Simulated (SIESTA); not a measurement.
## MgTe in SIESTA: the effect of functional

MgTe:

```
CELL_PARAMETERS angstrom
0.00000 3.23200 3.23200
3.23200 0.00000 3.23200
3.23200 3.23200 0.00000
ATOMIC_POSITIONS crystal
Te 0.25000 0.25000 0.25000
Mg 0.00000 0.00000 0.00000
```

The cell comes from a database or a generator and needn't be the stable form of this composition.

Alike in all runs:

```yaml
Program: SIESTA 5.4.2
Task: band structure
Basis: DZP (energy shift 0.003 Ry; two zetas on semicore shells)
Grid_cutoff: 800 Ry
Energy_shift: 0.003 Ry
k_mesh: 7 × 7 × 7
Occupations: fermi-dirac, width 0.05 eV
Spin: no spin polarisation
```

Problem. One run gave: gap on the mesh 2.22 eV; pressure -1.1 GPa. Which functional did it use?
A. LDA
B. PBEsol
C. PBE

Solution. A.

| functional | potentials or basis | gap on the mesh (eV) | pressure (GPa) |
| --- | --- | --- | --- |
| PBE | PseudoDojo 0.4 standard (PBE files) | 2.41 | 1.2 |
| LDA | PseudoDojo 0.4 standard (LDA files) | 2.22 | -1.1 |
| PBEsol | PseudoDojo 0.4 standard (PBEsol files) | 2.32 | 0.1 |

Caveats: spin-orbit coupling is left out, which moves the levels of the heavy elements; the basis of atomic orbitals isn't converged, which shifts pressures, moduli and gaps.

